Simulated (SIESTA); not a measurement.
PtS2:

```
Pt S
1.0
     3.54320    0.00000    0.00000
    -1.77160    3.06850    0.00000
     0.00000    0.00000    5.03880
Pt S
1 2
Direct
  0.00000 0.00000 0.00000
  0.66667 0.33333 0.77300
  0.33333 0.66667 0.22700
```

Program: SIESTA 5.4.2. Alike in all runs: no spin polarisation; cell as given; k mesh 9 × 9 × 5; smearing fermi-dirac 0.05 eV; grid cutoff 800 Ry.

Q: Order these runs on this cell by their pressure, lowest first.
A. level LDA; potentials or basis PseudoDojo 0.4 standard (LDA files), DZP (energy shift 0.003 Ry; two zetas on semicore shells); energy shift 0.003 Ry
B. level BLYP; potentials or basis PseudoDojo 0.4 standard (PBE files), DZP (energy shift 0.003 Ry; two zetas on semicore shells); energy shift 0.003 Ry
C. level RPBE; potentials or basis PseudoDojo 0.4 standard (PBE files), DZP (energy shift 0.002 Ry); energy shift 0.002 Ry
D. level PBE; potentials or basis PseudoDojo 0.4 standard (PBE files), DZP (energy shift 0.002 Ry); energy shift 0.002 Ry
E. level vdW-DF-cx; potentials or basis PseudoDojo 0.4 standard (PBE files), DZP (energy shift 0.003 Ry; two zetas on semicore shells); energy shift 0.003 Ry

A: A (6.7 GPa), E (11.4 GPa), D (14.9 GPa), C (17.1 GPa), B (22.8 GPa).

Caveats: the basis of atomic orbitals isn't converged, which shifts pressures, moduli and gaps; short orbitals over semicore shells can move pressures by several GPa (some runs); the potentials were made for another functional, which shifts forces and pressure (some runs); semicore shells carry a single zeta, which can move pressures by several GPa and volumes by a few percent (some runs).

Not every run made on this cell is shown here.
